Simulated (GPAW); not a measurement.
# TePb (Fm-3m) in GPAW: further runs

Runs on TePb. Level: PBE. Tasks: optical spectrum, optical spectrum by the Bethe-Salpeter equation.

All numbers are computed with GPAW 26.7.0; they aren't measurements. Logs are shortened: lines on timing, memory, paths and dates and some standing lists are left out, and cuts for length are marked. The log counts tension as positive stress, the text compression.

**The experiment to reproduce.**

From a printed reference work, monograph, for a bulk crystal of TePb at 4.2 K: band gap 0.19 eV (direct).

How close the calculation comes is told below.

### Step 1. Starting point

Symmetry: Fm-3m, No. 225, cubic system. The conventional cell has a = 6.462 Å, b = 6.462 Å, c = 6.462 Å, α = 90.00°, β = 90.00°, γ = 90.00°. Pb (site symmetry m-3m) is surrounded by 6 Te at 3.23 Å. Te (site symmetry m-3m) has 6 Pb at 3.23 Å as nearest neighbours.

### Step 2. Optical spectrum, PBE

The input, run.py:

```python
from ase import Atoms
from ase.dft.bandgap import bandgap
from ase.io import write
from gpaw import GPAW, PW
from gpaw.response.df import DielectricFunction

atoms = Atoms(['Pb', 'Te'],
              cell=[[0.0, 3.231, 3.231],
                    [3.231, 0.0, 3.231],
                    [3.231, 3.231, 0.0]],
              scaled_positions=[[0.0, 0.0, 0.0],
                                [0.5, 0.5, 0.5]],
              pbc=True)

calc = GPAW(mode=PW(500),
            xc='PBE',
            kpts={'size': (6, 6, 6), 'gamma': True},
            occupations={'name': 'fermi-dirac', 'width': 0.001},
            setups={'Te': '16'},
            nbands=-9,
            convergence={'density': 1e-06},
            maxiter=150,
            txt='gpaw.txt')
atoms.calc = calc
energy = atoms.get_potential_energy()
calc.write('gs.gpw')
write('result.traj', atoms)
print(f'Energy: {energy:.6f} eV')
print('Fermi level:', round(calc.get_fermi_level(), 4), 'eV')
print(f'Gap: {bandgap(calc)[0]:.4f} eV, direct: {bandgap(calc, direct=True)[0]:.4f} eV')

dense = calc.fixed_density(kpts={'size': (18, 18, 18), 'gamma': True},
                           nbands=53, convergence={'bands': 47},
                           update_fermi_level=True, txt='dense.txt')
dense.write('dense.gpw', mode='all')

df = DielectricFunction('dense.gpw', frequencies={'type': 'nonlinear', 'domega0': 0.05, 'omega2': 10},
                        eta=0.05, ecut=60, nbands=47, intraband=False, txt='df.txt')
for direction in ['x']:
    df.get_dielectric_function(xc='Bootstrap', direction=direction, filename=f'df_{direction}.csv')
    e0, e = df.get_macroscopic_dielectric_constant(xc='Bootstrap', direction=direction)
    print(f'{direction}: static eps {e0:.4f} without, {e:.4f} with local fields')
```

Potentials or basis: GPAW PAW data sets (gpaw-data 1.2.1), other valence, pw.

Command:

```bash
$ OMP_NUM_THREADS=1 python run.py
```

gpaw.txt:

```text
__  _  _
 | _ |_)|_||  |
 |__||  | ||/\| - 26.7.0

Input parameters:
  mode=PW(ecut=500.0),
  convergence={'density': 1e-06},
  kpts=MonkhorstPack(size=(6, 6, 6), gamma=True),
  maxiter=150,
  nbands=-9,
  occupations=Occupations(name='fermi-dirac', width=0.001),
  setups={'Te': '16'},
  xc=XC(name='PBE')

Diagonalizing LCAO Hamiltonian
Converting LCAO to pw mode

                 Te

       Pb

Atoms  # Å, Bohr magnetons
|   | symbol |        x |        y |        z |    initial magnetic moments |
|---|--------|----------|----------|----------|-----------------------------|
| 0 |     Pb | 0.000000 | 0.000000 | 0.000000 | ( 0.0000,  0.0000,  0.0000) |
| 1 |     Te | 3.231000 | 3.231000 | 3.231000 | ( 0.0000,  0.0000,  0.0000) |

Unit cell  # Å
| periodic |        x |        y |        z |  lengths |    angles |
|----------|----------|----------|----------|----------|-----------|
|      yes | 0.000000 | 3.231000 | 3.231000 | 4.569324 | 60.000000 |
|      yes | 3.231000 | 0.000000 | 3.231000 | 4.569324 | 60.000000 |
|      yes | 3.231000 | 3.231000 | 0.000000 | 4.569324 | 60.000000 |

Number of symmetries: 48
Symmetry operations  # r_c * U_cc + t_c -> r_c
|    | kind |            matrix            |
|----|------|------------------------------|
|  0 |  σ   |  1, 0, 0,  1, 0,-1,  1,-1, 0 |
|  1 |  C2  |  1, 0, 0,  1,-1, 0,  1, 0,-1 |
|  2 |  E   |  1, 0, 0,  0, 1, 0,  0, 0, 1 |
|  3 |  σ   |  1, 0, 0,  0, 0, 1,  0, 1, 0 |
|  4 |  C4  |  1, 0,-1,  1, 0, 0,  1,-1, 0 |
|  5 |  S6  |  1, 0,-1,  1,-1, 0,  1, 0, 0 |
|  6 |  σ   |  1, 0,-1,  0, 1,-1,  0, 0,-1 |
|  7 |  C3  |  1, 0,-1,  0, 0,-1,  0, 1,-1 |
|  8 |  S6  |  1,-1, 0,  1, 0, 0,  1, 0,-1 |
|  9 |  C4  |  1,-1, 0,  1, 0,-1,  1, 0, 0 |
| 10 |  C3  |  1,-1, 0,  0,-1, 1,  0,-1, 0 |
| 11 |  σ   |  1,-1, 0,  0,-1, 0,  0,-1, 1 |
| 12 |  σ   |  0, 1, 0,  1, 0, 0,  0, 0, 1 |
| 13 |  C4  |  0, 1, 0,  0, 1,-1, -1, 1, 0 |
| 14 |  C3  |  0, 1, 0,  0, 0, 1,  1, 0, 0 |
| 15 |  S6  |  0, 1, 0, -1, 1, 0,  0, 1,-1 |
| 16 |  C2  |  0, 1,-1,  1, 0,-1,  0, 0,-1 |
| 17 |  σ   |  0, 1,-1,  0, 1, 0, -1, 1, 0 |
| 18 |  S4  |  0, 1,-1,  0, 0,-1,  1, 0,-1 |
| 19 |  C4  |  0, 1,-1, -1, 1, 0,  0, 1, 0 |
| 20 |  C3  |  0, 0, 1,  1, 0, 0,  0, 1, 0 |
| 21 |  σ   |  0, 0, 1,  0, 1, 0,  1, 0, 0 |
| 22 |  S6  |  0, 0, 1,  0,-1, 1, -1, 0, 1 |
| 23 |  C4  |  0, 0, 1, -1, 0, 1,  0,-1, 1 |
| 24 |  S4  |  0, 0,-1,  1, 0,-1,  0, 1,-1 |
| 25 |  C3  |  0, 0,-1,  0, 1,-1,  1, 0,-1 |
| 26 |  C2  |  0, 0,-1,  0,-1, 0, -1, 0, 0 |
| 27 |  S6  |  0, 0,-1, -1, 0, 0,  0,-1, 0 |
| 28 |  S4  |  0,-1, 1,  1,-1, 0,  0,-1, 0 |
| 29 |  C4  |  0,-1, 1,  0, 0, 1, -1, 0, 1 |
| 30 |  C2  |  0,-1, 1,  0,-1, 0,  1,-1, 0 |
| 31 |  σ   |  0,-1, 1, -1, 0, 1,  0, 0, 1 |
| 32 |  C3  |  0,-1, 0,  1,-1, 0,  0,-1, 1 |
| 33 |  S6  |  0,-1, 0,  0, 0,-1, -1, 0, 0 |
| 34 |  S4  |  0,-1, 0,  0,-1, 1,  1,-1, 0 |
| 35 |  C2  |  0,-1, 0, -1, 0, 0,  0, 0,-1 |
| 36 |  C2  | -1, 1, 0,  0, 1, 0,  0, 1,-1 |
| 37 |  S6  | -1, 1, 0,  0, 1,-1,  0, 1, 0 |
| 38 |  S4  | -1, 1, 0, -1, 0, 1, -1, 0, 0 |
| 39 |  C3  | -1, 1, 0, -1, 0, 0, -1, 0, 1 |
| 40 |  S6  | -1, 0, 1,  0, 0, 1,  0,-1, 1 |
| 41 |  C2  | -1, 0, 1,  0,-1, 1,  0, 0, 1 |
| 42 |  C3  | -1, 0, 1, -1, 1, 0, -1, 0, 0 |
| 43 |  S4  | -1, 0, 1, -1, 0, 0, -1, 1, 0 |
| 44 |  C2  | -1, 0, 0,  0, 0,-1,  0,-1, 0 |
| 45 |  i   | -1, 0, 0,  0,-1, 0,  0, 0,-1 |
| 46 |  σ   | -1, 0, 0, -1, 1, 0, -1, 0, 1 |
| 47 |  C2  | -1, 0, 0, -1, 0, 1, -1, 1, 0 |

BZ-sampling:
  Number of BZ points: 216
  Number of IBZ points: 16

  Monkhorst-Pack size: [6, 6, 6]
  Monkhorst-Pack shift: [0.08333333333333333, 0.08333333333333333, 0.08333333333333333]

K-points  # in reciprocal-cell coordinates
|     |                                coordinates |     weight |
|-----|--------------------------------------------|------------|
|   0 | (  0.00000000,   0.00000000,   0.00000000) | 0.00462963 |
|   1 | (  0.16666667,   0.16666667,   0.00000000) | 0.02777778 |
|   2 | (  0.16666667,   0.16666667,   0.16666667) | 0.03703704 |
|   3 | (  0.33333333,   0.16666667,   0.16666667) | 0.05555556 |
|   4 | (  0.33333333,   0.33333333,  -0.33333333) | 0.05555556 |
|   5 | (  0.33333333,   0.33333333,   0.00000000) | 0.02777778 |
|   6 | (  0.33333333,   0.33333333,   0.16666667) | 0.11111111 |
|   7 | (  0.33333333,   0.33333333,   0.33333333) | 0.03703704 |
|   8 | (  0.50000000,   0.33333333,  -0.33333333) | 0.11111111 |
|   9 | (  0.50000000,   0.33333333,  -0.16666667) | 0.05555556 |
| ... |                                            |            |
|  15 | (  0.50000000,   0.50000000,   0.50000000) | 0.01851852 |

Plane wave coefficients: 1736
Cutoff: 500.0 eV

Spin-components: 1 (collinear spins)
Bands:           24
Projectors:      12
Spin-degeneracy: 2
Datatype:        complex128

Density:
  Valence electrons: 30.0
  Components: 1
  Grid points: [24 24 24]
  Charge: 0.0  # |e|

Potential:
  Grid points: [24 24 24]

species:
  Pb:
    name:    Lead
    Z:       82.0
    valence: 14
    core:    68
    charge:  0.0  # [|e|]
    compensation charges:
      type: gauss
      rc: 0.38  # [Å]
      lmax: 2
    cutoffs:
      filter: 2.36  # [Å]
      core: 2.43  # [Å]
    projectors
    | kind |    occ | energy [eV] | rcut [Å] |
    |------|--------|-------------|----------|
    |   6s |  2.000 |     -11.969 |    1.259 |
    |   6p |  2.000 |      -3.506 |    1.275 |
    |   5d | 10.000 |     -21.211 |    1.217 |
    |    s |        |      15.243 |    1.259 |
    |    p |        |      23.705 |    1.275 |
    |    d |        |       6.001 |    1.217 |

    Using partial waves for Pb as LCAO basis

  Te:
    name:    Tellurium
    Z:       52.0
    valence: 16
    core:    36
    charge:  0.0  # [|e|]
    compensation charges:
      type: gauss
      rc: 0.37  # [Å]
      lmax: 2
    cutoffs:
      filter: 2.06  # [Å]
      core: 2.12  # [Å]
    projectors
    | kind |    occ | energy [eV] | rcut [Å] |
    |------|--------|-------------|----------|
    |   5s |  2.000 |     -15.088 |    1.164 |
    |   5p |  4.000 |      -5.955 |    1.164 |
    |   4d | 10.000 |     -41.660 |    1.164 |
    |    s |        |      12.123 |    1.164 |
    |    p |        |      21.256 |    1.164 |
    |    d |        |     -14.449 |    1.164 |

    Using partial waves for Te as LCAO basis

Reference energy: -752065.146801  # eV

eigensolver:
  PPCG
  Converge bands: occupied
  niter=2

density mixing:
  MSR1-Mixer
  Pratt-step length: 0.05
  Maximum mixing coefficient: 0.75
  Old densities: 10
  SVD Regularization: 0.005
  Good broyden scale: 1.0
  Trust region scale: 1.0
  Backstep threshold: 4.0
  History deletion threshold: 6.0
  Fourier metric: weight=20.0, sigma=0.015

occupation numbers:
  Fermi-Dirac:
    width: 0.0010  # eV

poisson solver:
  ecut: 4000.0  # eV

xc functional:
  name: PBE with 2 nearest neighbor stencil

convergence criteria:
- Maximum integral of absolute [dens]ity change: 1e-06 electrons / valence electron
- Maximum [total energy] change in last 3 cyles: 0.0005 eV / valence electron
- Maximum integral of absolute [eigenst]ate change: 4e-08 eV^2 / valence electron
maximum number of iterations: 150

SCF iterations
|iter     | |      energy | eigst |  dens |
|---------|-|-------------|-------|-------|
|iter:   1| |   -7.789032 | -0.45 |       |
|iter:   2| |   -7.766010 | -2.39 | -1.53 |
|iter:   3| |   -7.681815 | -2.29 | -1.57 |
|iter:   4| |   -7.683323 | -3.93 | -2.18 |
|iter:   5| |   -7.683773c| -4.48 | -2.64 |
|iter:   6| |   -7.683792c| -5.70 | -3.41 |
|iter:   7| |   -7.683793c| -7.08 | -4.30 |
|iter:   8| |   -7.683793c| -7.64c| -4.68 |
|iter:   9| |   -7.683793c| -8.18c| -5.62 |
|iter:  10| |   -7.683793c| -8.99c| -5.97 |
|iter:  11| |   -7.683793c| -9.47c| -6.82c|

Converged in 11 steps
Energy contributions relative to reference atoms: (reference = -752065.146801)

Energy contributions:
  Kinetic:          18.686743
  Coulomb:         -18.733071
  Zero:             -0.097508
  External:          0.000000
  Xc:               -7.539957
  Entropy:          -0.000000
  Spinorbit:         0.000000
  ----------------------------
  Free energy:      -7.683793
  Extrapolated:     -7.683793

dipole moment: (-27.305402, -27.305402, -27.305402)  # |e|*Ang

Fermi level: 6.228
Eigenvalues  # (at kpt = [0.000, 0.000, 0.000])
| band index |      eig [eV] | occ [0-2] |
|------------|---------------|-----------|
|          0 |       -30.492 |     2.000 |
|        ... |               |           |
|          7 |       -11.037 |     2.000 |
|          8 |       -11.037 |     2.000 |
|          9 |       -11.037 |     2.000 |
|         10 |        -6.328 |     2.000 |
|         11 |         0.145 |     2.000 |
|         12 |         4.311 |     2.000 |
[... 9 lines left out ...]
|         22 |        13.400 |     0.000 |
|         23 |        13.405 |     0.000 |

Gap: 0.653 eV
Transition (v -> c):
  (s=0, k=15, n=14, [0.50, 0.50, 0.50]) -> (s=0, k=15, n=15, [0.50, 0.50, 0.50])
No difference between direct/indirect transitions
# Writing to gs.gpw (mode='')
```

Run time: 8.1 min. Hardware: 1 thread of Intel Xeon Platinum 8375C at 2.90GHz (Ice Lake), shared host; peak memory 0.76 GiB.

What came out:

| Item | Value |
| --- | --- |
| Free energy | -7.6838 eV |
| Band gap on the k mesh | 0.65 eV, direct |

Dielectric function (mean over the directions given):
```tsv
energy (eV)	real part	imaginary part
0.25	31.42	0.24
0.67	35.60	1.21
1.15	48.53	8.44
1.66	51.48	73.36
2.18	-21.34	49.84
2.66	-22.01	17.04
3.17	-12.91	10.51
3.56	-10.75	5.23
4.03	-7.11	3.25
4.51	-4.78	2.48
5.01	-2.36	2.02
5.53	-1.12	2.44
6.07	-1.03	3.95
6.55	-0.65	3.89
6.87	-1.07	3.81
7.38	-2.26	3.02
7.90	-2.09	2.16
8.43	-1.37	1.70
8.89	-1.14	1.42
9.47	-0.72	1.32
9.76	-0.89	1.53
10.26	-0.87	1.33
10.78	-0.70	1.05
11.31	-0.61	0.87
11.85	-0.42	0.69
12.30	-0.32	0.61
12.77	-0.22	0.60
13.24	-0.18	0.51
13.72	-0.11	0.48
14.22	-0.01	0.37
14.73	0.16	0.34
15.26	0.25	0.30
15.80	0.37	0.33
16.21	0.34	0.38
16.78	0.41	0.31
17.36	0.51	0.32
17.96	0.55	0.45
18.58	0.42	0.49
19.22	0.45	0.38
19.87	0.49	0.36
```

Caveat: with so narrow a direct gap the onset needs a denser k mesh; the long-wavelength limit can be off by a per cent or two; independent-particle spectra lack excitons; spin-orbit coupling is left out, which as a rule narrows the gap of such compounds by several tenths of an eV.

[end of part 1 of 2]
